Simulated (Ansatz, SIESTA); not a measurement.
Given: the input of a run of Ansatz 0.2.0 on Al. This isn't the form of Al at room conditions, which is fcc.

File input.yaml:

```yaml
crystal:
  lattice:
    - [-1.59121869, 1.59121869, 1.59121869]
    - [1.59121869, -1.59121869, 1.59121869]
    - [1.59121869, 1.59121869, -1.59121869]
  atoms:
    - { symbol: Al, position: [0.0, 0.0, 0.0] }
hamiltonian:
  xc: lda
  pseudopotentials: { kind: paw }
kpoints:
  mp_grid: { grid: [12, 12, 12] }
scf:
  occupations: { method: fermi_dirac, width: 0.05 }
output:
  forces: true
  stress: true
  eigenvalues: true
relax:
  f_tol: 0.01
  max_steps: 40
  cell: { stress_tol: 0.05 }
```

Potentials or basis: Ansatz PAW.

Command:

```bash
$ ansatz run input.yaml --threads 2 --pin off --max-ram 5632MiB --backend cpu --events-out ev --progress --plain --runs-dir out
```

**Question.** What does the same run look like in SIESTA 5.4.2? Potentials or basis there: files PseudoDojo sr-lda-0.4.1-standard, DZP (energy shift 0.003 Ry).

**Answer.** As run (cutoffs and basis follow the program's own potentials, and thresholds, step limits or extra output files can differ):

Al.fdf

```
SystemName                      Al
SystemLabel                     Al
NumberOfSpecies                 1
NumberOfAtoms                   1
%block ChemicalSpeciesLabel
  1  13 Al
%endblock ChemicalSpeciesLabel

LatticeConstant                 1.0 Ang
%block LatticeVectors
    -1.5912186900     1.5912186900     1.5912186900
     1.5912186900    -1.5912186900     1.5912186900
     1.5912186900     1.5912186900    -1.5912186900
%endblock LatticeVectors
AtomicCoordinatesFormat         Ang
%block AtomicCoordinatesAndAtomicSpecies
     0.0000000000     0.0000000000     0.0000000000  1
%endblock AtomicCoordinatesAndAtomicSpecies

%block kgrid.MonkhorstPack
   12   0   0  0.0
    0  12   0  0.0
    0   0  12  0.0
%endblock kgrid.MonkhorstPack
XC.Functional                   LDA
XC.Authors                      PW92
PAO.BasisSize                   DZP
PAO.EnergyShift                 0.003 Ry
Mesh.Cutoff                     500 Ry
OccupationFunction              FD
ElectronicTemperature           0.05 eV
MaxSCFIterations                120
SCF.MustConverge                false
SCF.Mixer.Method                Pulay
SCF.Mixer.Weight                0.25
SCF.Mixer.History               8
SCF.DM.Tolerance                5.0e-05
SCF.H.Tolerance                 1.0e-03 eV
WriteForces                     true
Charge.Mulliken                 end
MD.TypeOfRun                    Broyden
MD.Steps                        40
MD.MaxForceTol                  0.02 eV/Ang
MD.MaxDispl                     0.1 Ang
WriteCoorStep                   true
AtomCoorFormatOut               Fractional
MD.VariableCell                 true
MD.MaxStressTol                 0.1 GPa
```

Potentials or basis: PseudoDojo 0.4 standard (LDA files), converted to PSML, two zetas on semicore shells, DZP (energy shift 0.003 Ry).

Launch:

```console
$ siesta Al.fdf > Al.out 2>&1
```

Both were run:

|  | Ansatz | SIESTA |
| --- | --- | --- |
| Relaxed volume | 16.21 Å³/atom | 16.25 Å³/atom |
| Relaxed cell | a = 2.762 Å, b = 2.762 Å, c = 2.762 Å, α = 109.47°, β = 109.47°, γ = 109.47° | a = 2.764 Å, b = 2.764 Å, c = 2.764 Å, α = 109.47°, β = 109.47°, γ = 109.47° |
| Space group after relaxing | Im-3m (No. 229) | Im-3m (No. 229) |
| Pressure after relaxing | 0.0 GPa | 0.1 GPa |

Ansatz's pressure holds a Pulay term of +0.06 GPa for its cutoff of 420 eV, which the other run lacks.

Ansatz's potentials were made for PBE.

Where Ansatz's input types no cutoff or centring, it takes its own default and a Γ-centred mesh.

The two programs' LDA may be different fits to the electron gas.

Pressure is positive in compression.
